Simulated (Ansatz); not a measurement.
## CoO (Fm-3m), a sublattice moved along a line

All numbers below come from DFT PBEsol, scalar-relativistic, plane waves, PAW in Ansatz 0.2.0. Cutoff 420 eV, Γ-centred 20×20×20 k-points, Gaussian smearing of 0.15 eV. Collinear spins, started from moments 2.7, 0.4 μB in atom order; the magnetic state may not be the lowest. Energies are free energies at this smearing, counted from the undisturbed cell; pressure is positive in compression.

Reference structure (as given, not relaxed at this level; it stands at -10.8 GPa):

```yaml
crystal:
  lattice:
    - [0.00000, 2.13150, 2.13150]
    - [2.13150, 0.00000, 2.13150]
    - [2.13150, 2.13150, 0.00000]
  atoms:
    - { symbol: Co, position: [0.00000, 0.00000, 0.00000] }
    - { symbol: O, position: [0.50000, 0.50000, 0.50000] }
```

Every Co atom is moved by x along the Cartesian unit vector (0.000, -0.707, -0.707); the cell and all other atoms stay fixed. The cell is metallic on the mesh throughout. At -11 GPa the given cell is far from its own equilibrium, so these figures belong to a strongly strained crystal.

| x (Å) | ΔE (meV/cell) |
| --- | --- |
| -0.5000 | 269.9 |
| -0.2500 | 22.9 |
| 0.0000 | 0.0 |
| 0.3750 | 100.4 |

**Question.** Predict the force along x on the moved atoms (eV/Å) at each point.

**Answer.**
| x (Å) | force along x on the moved atoms (eV/Å) |
| --- | --- |
| -0.5000 | 1.79 |
| -0.2500 | 0.35 |
| 0.0000 | 0.00 |
| 0.3750 | -0.95 |